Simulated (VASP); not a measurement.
# W: single point with PBE

W:

```
W
1.0
    -1.63845    1.63845    1.63845
     1.63845   -1.63845    1.63845
     1.63845    1.63845   -1.63845
W
1
Direct
  0.00000 0.00000 0.00000
```

The cell isn't the ideal one: a relaxed cell with its volume scaled by 1.09.

- Program: VASP 6.6.1
- Task: single point
- Functional: PBE
- Potentials or basis: VASP PAW PBE potentials, release 64 (W_sv)
- Cutoff: 350 eV
- k mesh: 18 × 18 × 18
- Occupations: gaussian, width 0.1 eV
- Spin: no spin polarisation

| Quantity | Value |
| --- | --- |
| Pressure | -21.9 GPa |
| Band gap on the k mesh | none (metal or under the smearing width) |

Levels at points of the mesh, in eV from the Fermi level:
| k point | band 4 | band 5 | band 6 | band 7 | band 8 | band 9 | band 10 | band 11 |
| --- | --- | --- | --- | --- | --- | --- | --- | --- |
| (0.00, 0.00, 0.00) | -38.01 | -9.04 | -1.06 | -1.06 | -1.06 | 2.02 | 2.02 | 14.28 |
| (0.50, 0.00, 0.00) | -38.02 | -5.62 | -3.09 | 0.39 | 1.87 | 2.72 | 5.28 | 9.49 |
| (0.50, 0.50, 0.50) | -38.66 | -5.03 | -5.03 | 4.46 | 4.46 | 4.46 | 7.47 | 7.47 |

Run time: 29 s on 1 thread of AMD EPYC 7R13 Processor (Zen 3) (shared host), peak memory 0.1 GiB.

Caveat: so large a pressure means that the cell lies far from this level's equilibrium, or that cutoff or potentials fall short. The run has no spin-orbit coupling, so splittings on W are missing.
